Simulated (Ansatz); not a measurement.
A trial structure of SiC was built thus: 4-connected net, two elements alternating (I-43d, No. 220). Lengths were set from tabulated atomic sizes, so they are only a guess.

```yaml
crystal:
  lattice:
    - [-2.97940, 2.97940, 2.97940]
    - [2.97940, -2.97940, 2.97940]
    - [2.97940, 2.97940, -2.97940]
  atoms:
    - { symbol: Si, position: [0.12500, 0.75000, 0.87500] }
    - { symbol: Si, position: [0.62500, 0.37500, 0.25000] }
    - { symbol: Si, position: [0.75000, 0.87500, 0.12500] }
    - { symbol: Si, position: [0.87500, 0.12500, 0.75000] }
    - { symbol: Si, position: [0.37500, 0.25000, 0.62500] }
    - { symbol: Si, position: [0.25000, 0.62500, 0.37500] }
    - { symbol: C, position: [0.75000, 0.37500, 0.62500] }
    - { symbol: C, position: [0.12500, 0.87500, 0.25000] }
    - { symbol: C, position: [0.25000, 0.12500, 0.87500] }
    - { symbol: C, position: [0.37500, 0.62500, 0.75000] }
    - { symbol: C, position: [0.87500, 0.25000, 0.12500] }
    - { symbol: C, position: [0.62500, 0.75000, 0.37500] }
```

All numbers below come from DFT PBE, scalar-relativistic, plane waves, PAW in Ansatz 0.2.0. Cutoff 420 eV, Gaussian smearing, Γ-centred meshes. Cell and atoms relax first on a coarse mesh and then on a converged one. In between, the cell is made exact in the group found at 0.06 Å. The steps can't lower the symmetry of their start. No spin polarisation.

A guess keeps its type if space group and coordination stay and the shape of the cell changes little (axis ratios within about 15 %, angles within 6°); the volume may change.

Problem. Does this structure survive the relaxation?

Solution. It keeps its type: symmetry leaves only the cell edge free. The symmetry stays I-43d (No. 220). The volume per atom grows by 17.2 %, from 8.8 to 10.3 Å³. The shortest distance goes from 1.82 Å (Si–C) to 1.92 Å (Si–C). Counting neighbours within 15 % of an atom's shortest distance, the start has C 4, Si 4 and the end C 4, Si 4.

Formation energies are uncorrected and refer to the elements' standard structures at the same level.

Problem. At what energy does it end?

Solution. +0.292 eV/atom. It can't be a ground state, since the elements alone are lower.

The last run used a 6×6×6 mesh for its 12-atom cell and Gaussian smearing of 0.02 eV. The reference form of C is held partly by dispersion forces, which this level lacks. Symmetry constrained the relaxation, so the result can be a saddle point. Another cell of SiC relaxed alike, in Ibam, lies 79 meV/atom lower, so this cell isn't the stable form at this level.
